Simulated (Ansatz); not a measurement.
# InSe (P1) in Ansatz: convergence with k mesh

Aim: find how far k mesh must go before the results for InSe settle, at PBEsol. This setting moves, with any that are tied to it; all else stays.

Everything below comes from runs of Ansatz 0.2.0. Logs are shortened: lines on timing, memory, paths and dates and some standing lists are left out, and cuts for length are marked.

## Step 1: The cell of the first run

The typed cell holds 2 atoms: a = 3.632 Å, b = 3.632 Å, c = 3.632 Å, α = 90.00°, β = 90.00°, γ = 90.00°.

The cell was built by a generator and needn't be a form met in nature.

The cell isn't the ideal one: atoms moved at random, drawn with an rms of 0.05 Å.

## Step 2: With k mesh 2 × 2 × 2

input.yaml

```yaml
crystal:
  lattice:
    - [3.63204, 0.0, 0.0]
    - [0.0, 3.63204, 0.0]
    - [0.0, 0.0, 3.63204]
  atoms:
    - { symbol: In, position: [0.495886, 0.495383, 0.496043] }
    - { symbol: Se, position: [-0.005976, -0.001672, -0.010253] }
hamiltonian:
  xc: pbesol
  pseudopotentials: { kind: paw }
kpoints:
  mp_grid: { grid: [2, 2, 2] }
scf:
  occupations: { method: gaussian, width: 0.05 }
output:
  forces: true
  stress: true
  eigenvalues: true
```

Potentials or basis: Ansatz PAW.

Started as:

```bash
$ ansatz run input.yaml --threads 2 --pin off --max-ram 5632MiB --backend cpu --events-out ev --progress --plain --runs-dir out
```

Run time: 0.64 s. Hardware: 2 threads of Arm Neoverse V2, shared host; peak memory 0.28 GiB.

Results:

```
Free energy            : -10948.9980 eV
Pressure               : 3.0 GPa
Largest force          : 0.085 eV/Å
Band gap on the k mesh : none (metal or under the smearing width)
```

## Step 3: With k mesh 3 × 3 × 3

input.yaml: that of step 2 with these lines changed.

```diff
@@ -12,3 +12,3 @@
 kpoints:
-  mp_grid: { grid: [2, 2, 2] }
+  mp_grid: { grid: [3, 3, 3] }
 scf:
```

Potentials or basis: Ansatz PAW.

Started as:

```bash
$ ansatz run input.yaml --threads 2 --pin off --max-ram 5632MiB --backend cpu --events-out ev --progress --plain --runs-dir out
```

Wall time 0.97 s (2 threads of Arm Neoverse V2, shared host); peak memory 0.29 GiB.

What came out:

| Quantity | Value |
| --- | --- |
| Free energy | -10949.3013 eV |
| Pressure | 1.4 GPa |
| Largest force | 0.014 eV/Å |
| Band gap on the k mesh | none (metal or under the smearing width) |

## Step 4: With k mesh 4 × 4 × 4

input.yaml: that of step 3 with these lines changed.

```diff
@@ -12,3 +12,3 @@
 kpoints:
-  mp_grid: { grid: [3, 3, 3] }
+  mp_grid: { grid: [4, 4, 4] }
 scf:
```

Started as:

```bash
$ ansatz run input.yaml --threads 2 --pin off --max-ram 5632MiB --backend cpu --events-out ev --progress --plain --runs-dir out
```

It took 1.9 s on 2 threads of Arm Neoverse V2, shared host; peak memory 0.33 GiB.

Results:

| Property | Result |
| --- | --- |
| Free energy | -10949.8743 eV |
| Pressure | -1.4 GPa |
| Largest force | 0.003 eV/Å |
| Band gap on the k mesh | none (metal or under the smearing width) |

## Step 5: With k mesh 5 × 5 × 5

input.yaml: that of step 4 with these lines changed.

```diff
@@ -12,3 +12,3 @@
 kpoints:
-  mp_grid: { grid: [4, 4, 4] }
+  mp_grid: { grid: [5, 5, 5] }
 scf:
```

Started as:

```bash
$ ansatz run input.yaml --threads 2 --pin off --max-ram 5632MiB --backend cpu --events-out ev --progress --plain --runs-dir out
```

Wall time 2.6 s (2 threads of Arm Neoverse V2, shared host); peak memory 0.35 GiB.

What came out:

```
Free energy            : -10949.9313 eV
Pressure               : -2.8 GPa
Largest force          : 0.021 eV/Å
Band gap on the k mesh : none (metal or under the smearing width)
```

## Step 6: With k mesh 7 × 7 × 7

input.yaml: that of step 5 with these lines changed.

```diff
@@ -12,3 +12,3 @@
 kpoints:
-  mp_grid: { grid: [5, 5, 5] }
+  mp_grid: { grid: [7, 7, 7] }
 scf:
```

Potentials or basis: Ansatz PAW.

Started as:

```bash
$ ansatz run input.yaml --threads 2 --pin off --max-ram 5632MiB --backend cpu --events-out ev --progress --plain --runs-dir out
```

Run time: 6.5 s. Hardware: 2 threads of Arm Neoverse V2, shared host; peak memory 0.44 GiB.

Results (log left out):

- Free energy: -10950.0408 eV
- Pressure: -3.4 GPa
- Largest force: 0.013 eV/Å
- Band gap on the k mesh: none (metal or under the smearing width)

## Step 7: With k mesh 8 × 8 × 8

input.yaml: that of step 6 with these lines changed.

```diff
@@ -12,3 +12,3 @@
 kpoints:
-  mp_grid: { grid: [7, 7, 7] }
+  mp_grid: { grid: [8, 8, 8] }
 scf:
```

Started as:

```bash
$ ansatz run input.yaml --threads 2 --pin off --max-ram 5632MiB --backend cpu --events-out ev --progress --plain --runs-dir out
```

Wall time 9.5 s (2 threads of Arm Neoverse V2, shared host); peak memory 0.51 GiB.

Results (log left out):

```yaml
Free_energy: -10950.0005 eV
Pressure: -3.1 GPa
Largest_force: 0.015 eV/Å
Band_gap_on_the_k_mesh: none (metal or under the smearing width)
```

## Step 8: With k mesh 10 × 10 × 10

input.yaml: that of step 7 with these lines changed.

```diff
@@ -12,3 +12,3 @@
 kpoints:
-  mp_grid: { grid: [8, 8, 8] }
+  mp_grid: { grid: [10, 10, 10] }
 scf:
```

Started as:

```bash
$ ansatz run input.yaml --threads 2 --pin off --max-ram 5632MiB --backend cpu --events-out ev --progress --plain --runs-dir out
```

Run time: 18 s. Hardware: 2 threads of Arm Neoverse V2, shared host; peak memory 0.69 GiB.

It converged, with:

```yaml
Free_energy: -10950.0203 eV
Pressure: -3.4 GPa
Largest_force: 0.015 eV/Å
Band_gap_on_the_k_mesh: none (metal or under the smearing width)
```

## Step 9: With k mesh 12 × 12 × 12

input.yaml: that of step 8 with these lines changed.

```diff
@@ -12,3 +12,3 @@
 kpoints:
-  mp_grid: { grid: [10, 10, 10] }
+  mp_grid: { grid: [12, 12, 12] }
 scf:
```

Potentials or basis: Ansatz PAW.

Started as:

```bash
$ ansatz run input.yaml --threads 2 --pin off --max-ram 5632MiB --backend cpu --events-out ev --progress --plain --runs-dir out
```

The log of the run:

```text
Warning: RAYON_NUM_THREADS=2 ignored (pool sized by the plan → 2); use --threads N
Engine: ansatz 0.2.0, aarch64-unknown-linux-gnu
Pseudopotentials: kind: paw
Pseudopotential: In, paw, valence charge 13, recommended cutoff 420 eV (normal), In.paw.azcp
Pseudopotential: Se, paw, valence charge 16, recommended cutoff 420 eV (normal), Se.paw.azcp
Functional definition: PBEsol
  exchange = pbesol_x
  correlation = pbesol_c
Crystal: 2 atoms, lattice volume = 47.913 Å³
Basis set: ecut = 420 eV, 925 PW (Γ), exchange–correlation on 50×50×50 points (8 copies of the dense FFT grid, shifted against one another)
Bands: 19, of which v1, the nominal top of the filled ones, is band 15 counted from 1 (14 counted from 0)
Symmetry: 1 space group operations
Space group: P1 (ITA 1), of the structure as read, at distance tolerance 3.6e-5 Å
k-points: 868 of 1728 (time reversal used)
Non-local potential: In, projectors of the file, l = 0: 2, l = 1: 2, l = 2: 2, l = 3: 2
Non-local potential: Se, projectors of the file, l = 0: 2, l = 1: 2, l = 2: 3, l = 3: 1
PAW form: soft (Blöchl's): semilocal exchange-correlation on the pseudo side does not see the compensation charge
PAW frozen core: In, regenerated for the run's functional, and the local potential with it (the file was generated under x = pbe(κ = 0.804, μ = 0.2195149727645171), c = pbe(β = 0.06672455060314922))
PAW frozen core: Se, regenerated for the run's functional, and the local potential with it (the file was generated under x = pbe(κ = 0.804, μ = 0.2195149727645171), c = pbe(β = 0.06672455060314922))
PAW one-centre angular grid: In, 590 points (default); XC on 64 Gauss nodes
PAW one-centre angular grid: Se, 590 points (default); XC on 64 Gauss nodes
Initial density: superposition of atomic densities (neutral atoms: chi_scale 0, normalization atom), corrected by the library's trained network
Initial wavefunctions: pseudopotential atomic-orbital guess
Functional: x = pbesol(κ = 0.804, μ = 0.12345679012345678), c = pbesol(β = 0.046)
SCF iter   1: F=—  HF=-10950.033845 eV  |F-HF|=—  |Δ(HF+E_count)|=         —  Δρ=3.98e-3  dr2=9.99e-3  ethr=1.77e-3  ⟨swp⟩=6.0  Hψ=80786  notcnv=0
preconditioner: auto → Kerker (q_TF=auto, 2.509 Å⁻¹)  [metal: Δε(μ)=0.036 eV  Ē_g=14.835 eV  σ=0.050 eV  W_gap=0.36  n_scr=18 (ndim 8)  ℏωp=23.4 eV  f_vac=0.000  D(μ)=0.45/eV (n_scr^D=0)]
SCF iter   2: F=—  HF=-10950.030489 eV  |F-HF|=—  |Δ(HF+E_count)|=   3.36e-3  Δρ=2.27e-3  dr2=3.31e-3  ethr=3.44e-5  ⟨swp⟩=1.1  Hψ=23650  notcnv=0  defer=11
SCF iter   3: F=—  HF=-10950.029530 eV  |F-HF|=—  |Δ(HF+E_count)|=   9.59e-4  Δρ=4.92e-4  dr2=1.91e-4  ethr=1.14e-5  ⟨swp⟩=2.9  Hψ=25102  notcnv=0  defer=11
SCF iter   4: F=—  HF=-10950.029481 eV  |F-HF|=—  |Δ(HF+E_count)|=   4.89e-5  Δρ=2.32e-4  dr2=2.25e-5  ethr=6.57e-7  ⟨swp⟩=2.1  Hψ=28143  notcnv=0  defer=11
SCF iter   5: F=—  HF=-10950.029470 eV  |F-HF|=—  |Δ(HF+E_count)|=   1.11e-5  Δρ=5.18e-5  dr2=1.52e-6  ethr=7.75e-8  ⟨swp⟩=2.0  Hψ=28068  notcnv=0  defer=11
SCF iter   6: F=—  HF=-10950.029470 eV  |F-HF|=—  |Δ(HF+E_count)|=   2.96e-7  Δρ=3.59e-5  dr2=5.07e-7  ethr=5.24e-9  ⟨swp⟩=2.0  Hψ=28694  notcnv=0  defer=11
SCF iter   7: F=-10950.029470 eV  HF=-10950.029470 eV  |F-HF|=1.60e-8  |Δ(HF+E_count)|=   2.96e-7  Δρ=6.49e-6  dr2=2.38e-8  ethr=3.45e-10  ⟨swp⟩=4.6  Hψ=71774  notcnv=0
SCF 1 converged in 7 iterations: F = -10950.029470 eV  dr2 = 2.38e-8
SCF converged after 7 iterations
Free energy (F): -10950.029470 eV
Harris-Foulkes:  -10950.029470 eV  (|F-HF|=1.60e-8)
Internal energy: -10950.028838 eV  (E = F + TS)
E sigma→0 (E₀):  -10950.029154 eV
Entropy (-TS):   -0.000632 eV (-0.316 meV/atom)
Fermi energy:    9.456085 eV
--- Per-component energies (eV) ---
  E_band       = -381.301409
  E_kinetic    = 358.468518
  E_local      = -3298.803881  (includes V_loc(G=0)·N_el)
  E_nonlocal   = -224.046929
  E_hartree    = 1531.279687
  E_xc         = -316.592615
  E_vxc        = -197.464877  (∫ρ·V_xc dr)
  E_paw        = -5949.988996  (= ΣΔE_a)
  E_vpaw       = -82.004480  (= ΣTr[D̂ρ^β])
  E_aug_tail   = -0.000553  (compensation charges beyond the density's cutoff)
  E_ewald      = -3051.588421
  E_core_change = 1.244353  (= ΣΔE_core)
  E_smearing   = -0.000632  (= −TS)
  E_closure    = -0.000000  (closes the sum)
  Σ components = -10950.029470   (vs F -10950.029470, Δ=0.00e0)
--- Forces (eV/Å), atoms counted from 1 ---
  atom   1  In     0.00239113    -0.00378399     0.00811668
  atom   2  Se    -0.00239125     0.00378432    -0.00811722
  max |Σ_I F_I| component: 5.38e-7 eV/Å
--- Stress (GPa, compression-positive) ---
       -3.225568      -0.001256       0.002678
       -0.001256      -3.225444      -0.004234
        0.002678      -0.004234      -3.224698
  P = ⅓ Tr σ = -3.2252 GPa (-32.252 kbar)
--- Band table (eV; the first three rows and the last of 868) ---
  k-point 0: bands = ["-37.7580", "-37.7580", "-37.7575", "-37.7574", "-37.7574", "-4.6269", "-4.6268", "-4.4498", "-4.4498", "-4.4498", "-3.9157", "6.0536", "8.1744", "8.1746", "8.1757", "14.8090", "14.8119", "17.8879", "17.8885"]
  k-point 1: bands = ["-37.7580", "-37.7579", "-37.7575", "-37.7574", "-37.7574", "-4.6260", "-4.6175", "-4.4541", "-4.4541", "-4.4494", "-3.8692", "5.7178", "8.2335", "8.2338", "8.3562", "14.8708", "15.0326", "17.6299", "17.6364"]
  k-point 2: bands = ["-37.7580", "-37.7577", "-37.7575", "-37.7575", "-37.7574", "-4.6239", "-4.5920", "-4.4657", "-4.4657", "-4.4484", "-3.7355", "4.9716", "8.4034", "8.4037", "8.7368", "15.0458", "15.1525", "16.9842", "16.9851"]
  k-point 867: bands = ["-37.7579", "-37.7579", "-37.7579", "-37.7564", "-37.7563", "-4.5928", "-4.5925", "-4.5924", "-4.3823", "-4.3822", "-1.9585", "6.9220", "6.9226", "6.9244", "8.3301", "9.9197", "9.9216", "9.9231", "24.7491"]
```

Run time: 34 s. Hardware: 2 threads of Arm Neoverse V2, shared host; peak memory 0.96 GiB.

What came out:

| Quantity | Value |
| --- | --- |
| Free energy | -10950.0295 eV |
| Pressure | -3.2 GPa |
| Largest force | 0.009 eV/Å |
| Band gap on the k mesh | none (metal or under the smearing width) |

## Step 10: The series at a glance

```tsv
k mesh	energy less the tightest run, at zero smearing (meV/atom)	pressure (GPa)	largest force (eV/Å)	SCF cycles	CPU time (s)	peak memory (GiB)
2 × 2 × 2	519.90	2.98	0.085	12	1.1	0.28
3 × 3 × 3	366.91	1.35	0.014	8	1.7	0.29
4 × 4 × 4	78.74	-1.44	0.003	8	3.6	0.33
5 × 5 × 5	50.27	-2.83	0.021	6	5	0.35
7 × 7 × 7	-5.55	-3.40	0.013	6	13	0.44
8 × 8 × 8	14.84	-3.11	0.015	6	19	0.51
10 × 10 × 10	4.77	-3.36	0.015	6	36	0.69
12 × 12 × 12	0.00	-3.23	0.009	7	66	0.96
```

Not settled before the last step: the energy (to 1 meV/atom), the pressure (to 0.1 GPa), the largest force (to 0.005 eV/Å). Meshes of other sizes hit other points, so gaps and Fermi surfaces needn't settle smoothly. The tightest run that finished is the yardstick and may itself not be fully converged.

Caveats: the PAW data sets come from PBE, with cores solved anew for the run's functional, which leaves a small shift of forces and pressure.
